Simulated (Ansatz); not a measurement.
Density of states of ScAl$_{2}$ (Fd-3m, a = 7.527 Å, b = 7.527 Å, c = 7.527 Å, α = 90.00°, β = 90.00°, γ = 90.00°), in states per eV and primitive cell, averaged over bins of 0.3 eV. Theory: Ansatz, DFT PBEsol, scalar-relativistic, plane waves, PAW.

Cutoff 420 eV; k points 8×8×8 on the computed 6-atom cell (Γ-centred); Gaussian smearing, width 0.10 eV; no spin polarisation.

The cell is relaxed at this level. The states (both spins) are summed by tetrahedra on a 12×12×12 mesh at the self-consistent density. Energies are bin centres; the table starts no lower than −8 eV and ends at 6 eV, or lower where the solved bands end.

It is a metal at this level.

```
E − E_F (eV) total Sc 3d Al 3p Al 3s Sc 4s
       -7.90   1.16   0.06   0.54   0.52   0.02
       -7.60   0.30   0.02   0.15   0.12   0.00
       -7.30   0.80   0.06   0.43   0.29   0.01
       -7.00   2.04   0.14   1.15   0.63   0.07
       -6.70   1.23   0.09   0.71   0.37   0.04
       -6.40   0.80   0.06   0.47   0.24   0.02
       -6.10   0.57   0.05   0.34   0.17   0.01
       -5.80   0.41   0.03   0.25   0.11   0.01
       -5.50   0.29   0.02   0.19   0.08   0.00
       -5.20   1.80   0.08   1.13   0.33   0.20
       -4.90   1.85   0.11   1.15   0.36   0.17
       -4.60   1.73   0.12   1.07   0.36   0.13
       -4.30   2.10   0.16   1.29   0.49   0.11
       -4.00   2.64   0.28   1.50   0.74   0.07
       -3.70   2.35   0.43   1.11   0.74   0.03
       -3.40   1.35   0.26   0.66   0.35   0.05
       -3.10   1.57   0.25   0.96   0.23   0.11
       -2.80   3.05   0.44   2.06   0.32   0.17
       -2.50   2.82   0.41   2.00   0.22   0.13
       -2.20   2.43   0.46   1.70   0.13   0.08
       -1.90   3.32   0.76   2.22   0.17   0.11
       -1.60   3.54   1.11   2.10   0.17   0.09
       -1.30   2.60   0.93   1.36   0.20   0.05
       -1.00   2.59   0.99   1.17   0.28   0.07
       -0.70   4.36   1.85   1.85   0.38   0.12
       -0.40   3.26   1.68   1.14   0.21   0.11
       -0.10   4.45   2.68   1.30   0.15   0.16
        0.20   2.53   1.69   0.49   0.06   0.18
        0.50   2.21   1.71   0.18   0.05   0.14
        0.80   2.56   2.01   0.22   0.08   0.10
        1.10   5.08   3.40   0.78   0.28   0.25
        1.40   5.36   3.13   1.03   0.35   0.35
        1.70   6.50   4.20   0.99   0.26   0.37
        2.00   3.55   2.17   0.51   0.18   0.16
        2.30   3.80   2.59   0.42   0.24   0.11
        2.60   4.53   3.45   0.45   0.28   0.13
        2.90   6.89   5.13   0.62   0.76   0.10
        3.20  10.16   6.44   0.87   2.05   0.18
        3.50   4.56   2.27   0.53   1.30   0.12
        3.80   2.75   1.29   0.44   0.78   0.10
        4.10   3.28   1.26   0.87   0.65   0.24
        4.40   4.44   2.17   1.42   0.48   0.13
        4.70   4.71   2.13   1.67   0.39   0.18
```

The columns after the total are the main Löwdin projections on the occupied valence shells of the potentials; 2 others are left out. The rest of the total lies in those, in shells that are empty in the free atom, which aren't projected, and between the atoms.

Whether ScAl2 exists in this form wasn't checked.